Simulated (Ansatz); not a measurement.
input.yaml

```yaml
crystal:
  lattice:
    - [1.7541078544, 1.0127346419, 2.2651305869]
    - [-1.7541078544, 1.0127346419, 2.2651305869]
    - [0.0, -2.0254692838, 2.2651305869]
  atoms:
    - { symbol: Cd, position: [0.0, 0.0, 0.0] }
basis:
  ecutwfc: 420
kpoints:
  mp_grid: { grid: [15, 15, 15] }
hamiltonian:
  xc: pbe
scf:
  occupations: { method: gaussian, width: 0.1 }
output:
  forces: true
  stress: true
  eigenvalues: true
```

Command:
```bash
ansatz run input.yaml --threads 1 --pin off --max-ram 1331MiB --backend cpu --events-out ev --progress --plain --runs-dir out
```

Computed with Ansatz, DFT PBE, scalar-relativistic, plane waves, PAW.

From the run's log, abridged:

```
Pseudopotentials: kind: paw
Pseudopotential: Cd, paw, valence charge 20, recommended cutoff 420 eV (normal)
Functional definition: PBE
Crystal: 1 atom, lattice volume = 24.143 Å³
Basis set: ecut = 420 eV, 457 PW (Γ), exchange–correlation on 48×48×48 points (8 copies of the dense FFT grid, shifted against one another)
Bands: 14, of which v1, the nominal top of the filled ones, is band 10 counted from 1 (9 counted from 0)
Symmetry: 12 space group operations
Space group: R-3m (ITA 166), of the structure as read, at distance tolerance 2.9e-5 Å
k-points: 344 of 3375
Initial density: superposition of atomic densities (neutral atoms: chi_scale 0, normalization atom), corrected by the library's trained network
Initial wavefunctions: pseudopotential atomic-orbital guess
Functional: x = pbe(κ = 0.804, μ = 0.21951497), c = pbe(β = 0.06672455)
SCF iter   1: F=—  HF=-8254.425113 eV  |F-HF|=—  |Δ(HF+E_count)|=         —  Δρ=5.87e-4  dr2=6.66e-5  ethr=1.77e-3  ⟨swp⟩=5.4  Hψ=24389  notcnv=0
SCF iter   2: F=—  HF=-8254.425297 eV  |F-HF|=—  |Δ(HF+E_count)|=   1.83e-4  Δρ=3.99e-4  dr2=3.39e-5  ethr=3.33e-7  ⟨swp⟩=2.8  Hψ=10960  notcnv=0
SCF iter   3: F=—  HF=-8254.425315 eV  |F-HF|=—  |Δ(HF+E_count)|=   1.84e-5  Δρ=6.21e-5  dr2=9.41e-7  ethr=1.69e-7  ⟨swp⟩=2.7  Hψ=6780  notcnv=0
SCF iter   4: F=—  HF=-8254.425316 eV  |F-HF|=—  |Δ(HF+E_count)|=   5.99e-7  Δρ=8.93e-5  dr2=1.51e-6  ethr=4.70e-9  ⟨swp⟩=2.0  Hψ=7909  notcnv=0
SCF iter   5: F=-8254.425315 eV  HF=-8254.425315 eV  |F-HF|=6.73e-11  |Δ(HF+E_count)|=   5.73e-7  Δρ=2.65e-6  dr2=1.09e-9  ethr=4.70e-9  ⟨swp⟩=2.8  Hψ=8014  notcnv=0
SCF iter   6: F=-8254.425315 eV  HF=-8254.425315 eV  |F-HF|=9.46e-11  |Δ(HF+E_count)|=  4.60e-10  Δρ=7.43e-7  dr2=1.27e-10  ethr=5.46e-12  ⟨swp⟩=1.1  Hψ=13676  notcnv=0
SCF 1 converged in 6 iterations: F = -8254.425315 eV  dr2 = 1.27e-10
SCF converged after 6 iterations
Free energy (F): -8254.425315 eV
Harris-Foulkes:  -8254.425315 eV  (|F-HF|=9.46e-11)
Internal energy: -8254.423349 eV  (E = F + TS)
E sigma→0 (E₀):  -8254.424332 eV
Entropy (-TS):   -0.001966 eV (-1.966 meV/atom)
Fermi energy:    12.541784 eV
--- Per-component energies (eV) ---
  E_band       = -430.283361
  E_kinetic    = 504.605164
  E_local      = -3132.790613  (includes V_loc(G=0)·N_el)
  E_nonlocal   = 32.027344
  E_hartree    = 1463.151589
  E_xc         = -176.853427
  E_vxc        = -221.779678  (∫ρ·V_xc dr)
  E_paw        = -4082.204227  (= ΣΔE_a)
  E_vpaw       = -538.647962  (= ΣTr[D̂ρ^β])
  E_aug_tail   = 0.000014  (compensation charges beyond the density's cutoff)
  E_ewald      = -2862.359193
  E_smearing   = -0.001966  (= −TS)
--- Forces (eV/Å), atoms counted from 1 ---
  atom   1  Cd     0.00000000     0.00000000     0.00000000
--- Stress (GPa, compression-positive) ---
       -1.326778       0.000000       0.000000
        0.000000      -1.326778       0.000000
        0.000000       0.000000       1.723213
  P = ⅓ Tr σ = -0.3101 GPa (-3.101 kbar)
--- Band table (eV; the first three rows and the last of 344) ---
  k-point 0: bands = ["-90.2138", "-51.2509", "-51.2509", "-51.2446", "3.3590", "3.3590", "4.0392", "4.1997", "4.1997", "4.6063", "24.1747", "24.3638", "24.3638", "28.0714"]
  k-point 1: bands = ["-90.2137", "-51.2517", "-51.2509", "-51.2452", "3.3631", "3.3765", "4.0447", "4.1928", "4.1973", "4.6978", "23.1366", "24.2567", "24.3657", "28.1902"]
  k-point 2: bands = ["-90.2135", "-51.2544", "-51.2508", "-51.2461", "3.3728", "3.4106", "4.0640", "4.1756", "4.1912", "4.9867", "21.0573", "24.3209", "24.3702", "28.5339"]
  k-point 343: bands = ["-90.2094", "-51.2869", "-51.2643", "-51.2642", "3.3054", "3.6086", "3.6299", "4.5540", "4.5735", "12.2010", "14.2739", "20.4507", "21.0554", "22.8556"]
```

The calculation finished and met its thresholds.